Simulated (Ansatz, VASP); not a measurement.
Pd: VASP beside Ansatz

```xyz
2
Lattice="0.0000 2.8390 2.8390 2.8390 0.0000 2.8390 2.8390 2.8390 0.0000" Properties=species:S:1:pos:R:3 pbc="T T T"
Pd    2.8390    2.8390    2.8390
Pd    4.2585    4.2585    4.2585
```

Alike in both runs: functional PBEsol; k mesh 6 × 6 × 6; occupations gaussian, width 0.1 eV; no spin polarisation.

Ansatz relaxed the structure, and its values are those at the end. VASP's run is a single point on that final structure, the one shown.

```csv
,VASP,Ansatz
version,VASP 6.6.1,Ansatz 0.2.0
potentials or method,"VASP PAW PBE potentials, release 64 (Pd)","scalar-relativistic, plane waves, PAW"
plane-wave cutoff (eV),520,420
valence electrons in the cell,20,36
```

Ansatz gave:

* gap on the k mesh at the Fermi level (eV): none
* pressure (GPa): 0.2

Q: Estimate VASP's values.

A: gap on the k mesh at the Fermi level (eV): none; pressure (GPa): -0.2.

A gap of «none» marks a metal or a gap that the smearing closes. The two sets of potentials don't hold the same shells in valence.

Caveats: the PAW data sets were made with another functional, which shifts forces and pressure a little (VASP).
